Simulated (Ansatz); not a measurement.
A crystal relaxed with r2SCAN in Ansatz has space group Fm-3m (No. 225) and a = 5.473 Å.

| atom | site | x | y | z |
| --- | --- | --- | --- | --- |
| Mg | 4a | 0.0000 | 0.0000 | 0.0000 |
| Xx | 4b | 0.5000 | 0.0000 | 0.0000 |

With r2SCAN the valence top lies at Γ and the conduction bottom at X, 2.48 eV higher; the smallest vertical gap, at Γ, is 3.44 eV. HSE06 gives an indirect gap of 2.66 eV, from Γ to X; the least direct gap is 3.53 eV at Γ. With PBE the valence top lies at Γ and the conduction bottom at X, 1.80 eV higher; the smallest vertical gap, at Γ, is 2.53 eV. Meshes: r2SCAN 8×8×8, HSE06 6×6×6, PBE 8×8×8. r2SCAN's ε∞ is 5.8 in all directions.

Q: Which element is Xx?
A. S
B. Te
C. O
D. Se

A: D. Xx is Se: MgSe (Fm-3m) from a database of computed structures. Mg has 6 Se at 2.74 Å; Se has 6 Mg at 2.74 Å.

Spin-unpolarised throughout; all numbers are computed.

The runs are scalar-relativistic, without spin-orbit coupling.

The meshes of the hybrids are coarse, so their gaps aren't converged to the digits shown.
